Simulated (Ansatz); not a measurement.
Input of an Ansatz 0.2.0 run:

The input input.yaml:

```yaml
crystal:
  lattice:
    - [0.0, 2.365, 2.365]
    - [2.365, 0.0, 2.365]
    - [2.365, 2.365, 0.0]
  atoms:
    - { symbol: Zr, position: [0.5, 0.5, 0.5] }
    - { symbol: C, position: [0.0, 0.0, 0.0] }
hamiltonian:
  xc: pbesol
  pseudopotentials: { kind: paw }
kpoints:
  mp_grid: { grid: [10, 10, 10] }
scf:
  occupations: { method: fermi_dirac, width: 0.05 }
output:
  forces: true
  stress: true
  eigenvalues: true
relax:
  f_tol: 0.01
  max_steps: 40
  cell: { stress_tol: 0.05 }
```

Potentials or basis: Ansatz PAW.

Command:

```sh
$ ansatz run input.yaml --threads 2 --pin off --max-ram 5632MiB --backend cpu --events-out ev --progress --plain --runs-dir out
```

(1) Estimate the space group after relaxing (to 0.05 Å).

(2) Predict the relaxed volume.

(3) What does it give for the band gap on the k mesh?

(4) Estimate the relaxed cell.

Results:

(1) Fm-3m (No. 225).

(2) 12.72 Å³/atom.

(3) none (metal or under the smearing width).

(4) a = 3.302 Å, b = 3.302 Å, c = 3.302 Å, α = 60.00°, β = 60.00°, γ = 60.00°.

Caveat: the PAW data sets come from PBE, with cores solved anew for the run's functional, which leaves a small shift of forces and pressure.
